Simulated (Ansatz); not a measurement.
Crystal: Bi, diamond type, 2 atoms in the cell.

All numbers below come from PBE, plane waves, PAW datasets (generated soft set 1) (Ansatz).

Cutoff 420 eV; k-mesh 26×26×26 Γ-centred; Fermi–Dirac smearing of 0.0612 eV; no spin polarisation; no spin–orbit coupling.

Question: What equilibrium volume, lattice constant and bulk modulus does this give?

Answer: V₀ = 48.401 Å³/atom (a₀ = 7.289 Å), B₀ = 28.7 GPa, B₀′ = 4.38. The points behind the fit:

| V (Å³/atom) | a (Å) | E − E(min) (meV/atom) | P (GPa) |
| --- | --- | --- | --- |
| 45.632 | 7.1469 | 15.75 | 1.93 |
| 46.603 | 7.1973 | 6.38 | 1.18 |
| 47.573 | 7.2469 | 1.27 | 0.52 |
| 48.544 | 7.2959 | 0.00 | -0.08 |
| 49.515 | 7.3442 | 2.17 | -0.62 |
| 50.486 | 7.3919 | 7.43 | -1.10 |
| 51.457 | 7.4389 | 15.45 | -1.54 |

The published all-electron PBE values for this crystal (mean of FLEUR and WIEN2k, k-spacing 0.06 Å⁻¹; Bosoni et al., Nat. Rev. Phys. 6, 45 (2024)) are V₀ = 48.451 Å³/atom, B₀ = 28.7 GPa, B₀′ = 4.40.

The stress includes the program's correction for the finite plane-wave basis.

This cubic structure is a model: it isn't the usual form of the substance at ambient conditions, and such phases are metastable or hypothetical. Spin–orbit coupling is left out, which matters for 6p elements such as Tl, Pb and Bi.
